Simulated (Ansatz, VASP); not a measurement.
**ZrC: VASP beside Ansatz**

File INCAR:

```
ALGO = Normal ; EDIFF = 1E-8
ENCUT = 520 ; GGA = PS
ISIF = 2 ; ISMEAR = -1
LASPH = True ; LCHARG = False
LEFG = True ; LREAL = False
LWAVE = False ; NBANDS = 15
NELM = 100 ; PREC = Accurate
SIGMA = 0.05
```

Contents of KPOINTS:

```
k-points
0
Gamma
  14 14 14
```

Contents of POSCAR:

```
ZrC
1.0
    0.0000000000      2.3224901248      2.3224901248
    2.3224901248      0.0000000000      2.3224901248
    2.3224901248      2.3224901248      0.0000000000
Zr C
1 1
Direct
    0.0000000000      0.0000000000      0.0000000000
    0.5000000000      0.5000000000      0.5000000000
```

Input for Ansatz:

```yaml
crystal:
  lattice:
    - [0.0, 2.3224901248, 2.3224901248]
    - [2.3224901248, 0.0, 2.3224901248]
    - [2.3224901248, 2.3224901248, 0.0]
  atoms:
    - { symbol: Zr, position: [0.0, 0.0, 0.0] }
    - { symbol: C, position: [0.5, 0.5, 0.5] }
kpoints:
  mp_grid: { grid: [14, 14, 14] }
scf:
  occupations: { method: fermi_dirac, width: 0.05 }
hamiltonian:
  xc: pbesol
  pseudopotentials: { kind: paw }
output:
  forces: true
  stress: true
  eigenvalues: true
  efg: { contact_densities: true }
```

Change from the starting cell: functional pbesol, volume scaled by 0.96, PAW files.

Alike in both runs: task electric field gradients; functional PBEsol; k mesh 14 × 14 × 14; occupations fermi-dirac, width 0.05 eV; no spin polarisation.

|  | VASP | Ansatz |
| --- | --- | --- |
| version | VASP 6.6.1 | Ansatz 0.2.0 |
| potentials or method | VASP PAW PBE potentials, release 64 (Zr_sv, C) | PAW with Ansatz's default frozen-core files, scalar-relativistic |
| plane-wave cutoff (eV) | 520 | 420 |
| valence electrons in the cell | 16 | 16 |

```csv
,VASP,Ansatz,Ansatz less VASP
pressure (GPa),4.2,3.8,-0.40
Vzz of the field gradient on the site that differs most (V/Å²),0.0,0.0,0.00
```

Ansatz warned: «gradients_without_spin_orbit».

Caveats: the PAW data sets were made with another functional, which shifts forces and pressure a little (VASP).
